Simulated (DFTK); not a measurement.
Crystal: Be.

```
Be
1.0
     2.28530    0.00000    0.00000
    -1.14265    1.97913    0.00000
     0.00000    0.00000    3.58420
Be
2
Direct
  0.66667 0.33333 0.75000
  0.33333 0.66667 0.25000
```

```yaml
Program: DFTK 0.8.2
Task: single point
Functional: PBE
Potentials_or_basis: dojo.nc.sr.pbe.v0_4_1.standard.upf (PBE)
Cutoff: 1197 eV
k_mesh: 13 × 13 × 8
Occupations: fermi-dirac, width 0.05 eV
Spin: no spin polarisation
```

On this cell: pressure -2.0 GPa; largest force under 0.003 eV/Å; band gap on the k mesh none (metal or under the smearing width).

The same run follows on a disturbed copy (atoms moved at random, drawn with an rms of 0.05 Å):

```
CELL_PARAMETERS angstrom
2.28530 0.00000 0.00000
-1.14265 1.97913 0.00000
0.00000 0.00000 3.58420
ATOMIC_POSITIONS crystal
Be 0.68824 0.33844 0.75018
Be 0.31739 0.65676 0.25854
```

**Question.** What changes?

**Answer.** The energy (extrapolated to zero smearing) moves by +6.9 meV/atom; pressure -1.8 GPa; largest force 0.365 eV/Å; band gap on the k mesh none (metal or under the smearing width).

Forces on the atoms (eV/Å):
```
Be  -0.257 -0.119  0.231
Be   0.257  0.119 -0.231
```

Stress tensor (GPa, compression positive):
```
-1.04  1.42 -0.28
 1.42 -2.28 -0.13
-0.28 -0.13 -2.18
```
